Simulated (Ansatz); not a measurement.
# MgTe: the cost of one run

Computed with Ansatz 0.2.0 (DFT PBE, scalar-relativistic, plane waves, PAW, unless a step names another level, unless a step's input says otherwise).

1 further run of the same task is left out (it didn't finish).

**1. The starting structure**

The structure is hexagonal, space group P6_3mc (No. 186). The conventional cell has a = 4.610 Å, b = 4.610 Å, c = 7.497 Å, α = 90.00°, β = 90.00°, γ = 120.00°. Mg (site symmetry 3m) has 4 Te at 2.82 Å as nearest neighbours. Around Te (site symmetry 3m) lie 4 Mg at 2.82 Å.

As a file:

```cif
data_structure
_symmetry_space_group_name_H-M 'P 1'
_symmetry_Int_Tables_number 1
_cell_length_a 4.6096
_cell_length_b 4.6096
_cell_length_c 7.4973
_cell_angle_alpha 90.000
_cell_angle_beta 90.000
_cell_angle_gamma 120.000
_cell_volume 137.96
loop_
_atom_site_label
_atom_site_type_symbol
_atom_site_fract_x
_atom_site_fract_y
_atom_site_fract_z
_atom_site_occupancy
Mg1 Mg 0.33333 0.66667 0.99671 1
Mg2 Mg 0.66667 0.33333 0.49671 1
Te1 Te 0.33333 0.66667 0.37329 1
Te2 Te 0.66667 0.33333 0.87329 1
```

The cell was relaxed beforehand at this level, from a generated guess; it is a trial structure. At a tolerance of 0.02 Å it has space group P6_3mc (No. 186); it has 34.49 Å³/atom, an uncorrected energy of -0.88 eV/atom over the elements.

**2. Electronic structure at the relaxed geometry**

The input, input.yaml:

```yaml
crystal:
  lattice:
    - [4.6095885353, 0.0, 0.0]
    - [-2.3047942677, 3.9920207726, 0.0]
    - [0.0, 0.0, 7.4972697268]
  atoms:
    - { symbol: Mg, position: [0.3333333333, 0.6666666667, -0.0032878027] }
    - { symbol: Mg, position: [0.6666666667, 0.3333333333, 0.4967121973] }
    - { symbol: Te, position: [0.3333333333, 0.6666666667, 0.3732878027] }
    - { symbol: Te, position: [0.6666666667, 0.3333333333, 0.8732878027] }
basis:
  ecutwfc: 420
kpoints:
  mp_grid: { grid: [6, 6, 4] }
  band_path:
    path:
      - [[0.0, 0.0, 0.0], [0.5, 0.0, 0.0], [0.33333333, 0.33333333, 0.0], [0.0, 0.0, 0.0], [0.0, 0.0, 0.5], [0.5, 0.0, 0.5], [0.33333333, 0.33333333, 0.5], [0.0, 0.0, 0.5]]
      - [[0.5, 0.0, 0.5], [0.5, 0.0, 0.0]]
      - [[0.33333333, 0.33333333, 0.5], [0.33333333, 0.33333333, 0.0]]
    npoints: 14
hamiltonian:
  xc: pbe
scf:
  occupations: { method: gaussian, width: 0.02 }
  n_extra_bands: 10
output:
  forces: true
  stress: true
  eigenvalues: true
  populations: true
  dos: { projected: true, de: 0.02, nscf_kmesh: { grid: [9, 9, 6] } }
  bader: true
  write_density: true
  write_potential: true
  elf: true
  volumetric_format: npy
```

The run is started by

```sh
$ ansatz run input.yaml --threads 1 --pin off --max-ram 2560MiB --backend cpu --events-out ev --progress --plain --runs-dir out
```

What time and memory should one allow on 1 thread of Intel Xeon 6975P-C (Granite Rapids), shared host?

About 55 s, with a peak of 0.61 GiB.
